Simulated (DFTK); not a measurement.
**TaS2 under changes of volume**

One of the cells (18.984 Å³/atom); the others are scaled copies at fixed shape and fractional positions:

```xyz
3
Lattice="3.3500 0.0000 0.0000 -1.6750 2.9012 0.0000 0.0000 0.0000 5.8600" Properties=species:S:1:pos:R:3 pbc="T T T"
Ta    0.0000    0.0000    0.0000
S     1.6750    0.9671    4.3950
S     0.0000    1.9341    1.4650
```

* Program: DFTK 0.8.2
* Functional: PBEsol
* Potentials or basis: dojo.nc.sr.pbesol.v0_4_1.standard.upf (PBEsol)
* Cutoff: 952 eV
* k mesh: 9 × 9 × 5
* Occupations: fermi-dirac, width 0.05 eV
* Spin: no spin polarisation

| volume (Å³/atom) | energy over the lowest point (meV/atom) | pressure (GPa) | largest force (eV/Å) |
| --- | --- | --- | --- |
| 17.845 | ? | ? | ? |
| 18.225 | 42.51 | 10.9 | 1.711 |
| 18.605 | 20.87 | 7.4 | 1.328 |
| 18.984 | 7.05 | 4.3 | 0.972 |
| 19.364 | 0.32 | 1.5 | 0.640 |
| 19.744 | 0.00 | -1.1 | 0.330 |
| 20.123 | 5.47 | -3.4 | 0.041 |

Problem. What does the run at 17.845 Å³/atom give?

Solution. Energy over the lowest point 72.82 meV/atom; pressure 14.8 GPa; largest force 2.121 eV/Å.

Worked out: A Birch-Murnaghan fit of order 3 (a polynomial in V^(-2/3)) to the other rows has its minimum at 19.57 Å³/atom with B0 = V·E''(V) = 132 GPa and B' = 4.1 at fixed shape and positions, which overstates the stiffness. It gives 72.83 meV/atom at 17.845 Å³/atom, against the run's 72.82, and -dE/dV = 14.7 GPa, against 14.8.

Energies are extrapolated to zero smearing.

Caveats: this functional lacks dispersion, which binds the layers, so the pressure and a relaxed spacing across them are unreliable; forces of over 1 eV/Å show positions far from the minimum, so gaps and moduli don't describe the material at rest (some runs).
